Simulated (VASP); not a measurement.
Here is a VASP 6.6.1 calculation.

Contents of INCAR:

```
ALGO     = Fast           # electronic algorithm
EDIFF    = 1E-6           # SCF threshold, eV
ENCUT    = 520            # plane-wave cutoff, eV
GGA      = PE             # functional
ISIF     = 2              # what is computed and relaxed
ISMEAR   = 0              # smearing method
LASPH    = True           # aspherical terms in the spheres
LCHARG   = False          # write CHGCAR
LREAL    = False          # projectors in reciprocal space
LWAVE    = False          # write WAVECAR
NBANDS   = 15             # bands
NELM     = 100            # most SCF steps
PREC     = Accurate       # precision mode
SIGMA    = 0.1            # smearing width, eV
```

Contents of KPOINTS:

```
k-points
0
Gamma
  6 6 6
```

POSCAR

```
KF
1.0
    0.0000000000      2.6718500000      2.6718500000
    2.6718500000      0.0000000000      2.6718500000
    2.6718500000      2.6718500000      0.0000000000
K F
1 1
Direct
    0.0000000000      0.0000000000      0.0000000000
    0.5000000000      0.5000000000      0.5000000000
```

Potentials or basis: VASP PAW PBE potentials, release 64 (K_sv, F).

Run with:

```bash
$ cat potpaw_PBE.64/K_sv/POTCAR potpaw_PBE.64/F/POTCAR > POTCAR
$ mpirun -np 1 vasp_std > vasp.out
```

Estimate the band gap on the k mesh.

6.17 eV, direct.

Predict the pressure.

1.4 GPa.

PBE gaps usually lie below the measured ones, often by a third to a half.
